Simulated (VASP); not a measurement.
Wanted: an ASE script for a VASP 6.6.1 run.

```yaml
Task: single point
Functional: PBEsol
Potentials_or_basis: VASP PAW PBE potentials, release 54 (Os)
Cutoff: 520 eV
k_mesh: 12 × 12 × 12
Occupations: gaussian, width 0.02 eV
Spin: no spin polarisation
Further_INCAR_settings: ALGO = Normal; EDIFF = 1.00e-07
```

Crystal: Os.

```
Os
1.0
     0.00000    1.94500    1.94500
     1.94500    0.00000    1.94500
     1.94500    1.94500    0.00000
Os
1
Direct
  0.00000 0.00000 0.00000
```

This isn't the form of Os at room conditions, which is hcp.

These files were run (other wordings do the same):

run.py

```python
from ase import Atoms
from ase.calculators.vasp import Vasp
from ase.dft.bandgap import bandgap

atoms = Atoms(
    ['Os'],
    cell=[[0.0, 1.945, 1.945], [1.945, 0.0, 1.945], [1.945, 1.945, 0.0]],
    scaled_positions=[[0.0, 0.0, 0.0]],
    pbc=True,
)
calc = Vasp(
    directory='calc',
    xc='pbesol',
    pp='PBE',
    setups='recommended',
    pp_version='54',
    prec='Accurate',
    encut=520,
    ediff=1e-07,
    ismear=0,
    sigma=0.02,
    lreal=False,
    lasph=True,
    nelm=60,
    algo='Normal',
    isif=2,
    lwave=False,
    lcharg=False,
    kpts=[12, 12, 12],
    gamma=True,
)
atoms.calc = calc

print('energy (eV):', atoms.get_potential_energy())
print('free energy (eV):', atoms.get_potential_energy(force_consistent=True))
print('forces (eV/A):')
print(atoms.get_forces())
print('stress (eV/A^3, Voigt):', atoms.get_stress())
print('Fermi level (eV):', calc.get_fermi_level())
gap, top, bottom = bandgap(calc)
print('band gap (eV):', gap, 'from (spin, k, band)', top, 'to', bottom)
```

Potentials or basis: VASP PAW PBE potentials, release 54 (Os).

Launch:

```bash
$ python run.py
```

Results of the run:

```json
{
  "Pressure": "-20.6 GPa",
  "Band gap on the k mesh": "none (metal or under the smearing width)"
}
```

Caveat: so large a pressure means that the cell lies far from this level's equilibrium, or that cutoff or potentials fall short; the potentials were made for another functional, which shifts forces and pressure.

It took 5 s on 1 thread of Intel(R) Xeon(R) 6975P-C (Granite Rapids), with other jobs on the host, peak memory 0.12 GiB.
